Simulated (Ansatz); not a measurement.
# Rh: a tetragonal deformation path

Aim: for Rh, follow a tetragonal deformation at fixed volume.

Program: Ansatz 0.2.0. Level of theory: DFT PBE, scalar-relativistic, plane waves, PAW. These are calculated values, not measurements.

### Step 1. The starting structure

It takes space group Fm-3m (No. 225, cubic). Conventional cell: a = 3.803 Å, b = 3.803 Å, c = 3.803 Å, α = 90.00°, β = 90.00°, γ = 90.00°. Around Rh (site symmetry m-3m) lie 12 Rh at 2.69 Å.

Coordinates:

```xyz
1
Lattice="0.0000 1.9016 1.9016 1.9016 0.0000 1.9016 1.9016 1.9016 0.0000" Properties=species:S:1:pos:R:3 pbc="T T T"
Rh    0.0000    0.0000    0.0000
```

The cell is taken as given, not relaxed at this level.

### Step 2. The reference cell

The reference gives a free energy of -6402.8913 eV, pressure 5.79 GPa, largest force 0.000 eV/Å and gap on the mesh none (metal). It was computed beforehand with the settings of the runs below.

### Step 3. Setting up a tetragonal deformation path

At fixed volume and fractional coordinates, lengths along (0.000, 0.000, 1.000) are scaled against those across it; ρ is that ratio over its starting value.

### Step 4. Point ρ = 0.707

Contents of input.yaml:

```yaml
crystal:
  lattice:
    - [0.0, 2.1345251593, 1.5091092876]
    - [2.1345251593, 0.0, 1.5091092876]
    - [2.1345251593, 2.1345251593, 0.0]
  atoms:
    - { symbol: Rh, position: [0.0, 0.0, 0.0] }
basis:
  ecutwfc: 420
kpoints:
  mp_grid: { grid: [24, 24, 24] }
hamiltonian:
  xc: pbe
scf:
  occupations: { method: gaussian, width: 0.15 }
output:
  forces: true
  stress: true
  eigenvalues: true
```

Run with:

```sh
> ansatz run input.yaml --threads 1 --pin off --max-ram 2560MiB --backend cpu --events-out ev --progress --plain --runs-dir out
```

Further runs follow: point ρ = 1.414; ρ = 0.850; ρ = 1.200; point ρ = 0.780; At ρ = 1.300; At ρ = 0.920; point ρ = 1.100; ρ = 0.650; point ρ = 1.500; ρ = 0.960; ρ = 1.050.

Q: Predict the outcome of this session. Wanted: highest point.

**Answer**, as computed:

| quantity | value |
| --- | --- |
| highest point | 1030.9 meV/atom at ρ = 1.500 |

In words: The undisturbed cell stays the lowest of the sampled points. No sampled point inside the path is a dip, apart from those named. At ρ = 0.707 the cell takes another symmetry, Im-3m, 373.3 meV/atom from the start at this fixed volume.
